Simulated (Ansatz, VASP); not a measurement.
**Two plane-wave programs on CdTe**

```
CELL_PARAMETERS angstrom
0.00000 3.27996 3.27996
3.27996 0.00000 3.27996
3.27996 3.27996 0.00000
ATOMIC_POSITIONS crystal
Cd 0.00000 0.00000 0.00000
Te 0.25000 0.25000 0.25000
```

The cell was built by a generator and needn't be a form met in nature.

Alike in both runs: task single point; functional PBE; k mesh 6 × 6 × 6; occupations fermi-dirac, width 0.02 eV; no spin polarisation.

|  | VASP | Ansatz |
| --- | --- | --- |
| version | VASP 6.6.1 | Ansatz 0.2.0 |
| potentials or method | VASP PAW PBE potentials, release 64 (Cd, Te) | plane waves, PAW |
| plane-wave cutoff (eV) | 520 | 420 |
| valence electrons in the cell | 18 | 36 |

Ansatz gave:

| Item | Value |
| --- | --- |
| pressure (GPa) | 1.0 |

Task: What did VASP give for the same quantities?

Result: Pressure (GPa): 1.1.

With one functional, cell and mesh, what is left measures potentials, basis and numerics. The two sets of potentials don't hold the same shells in valence.
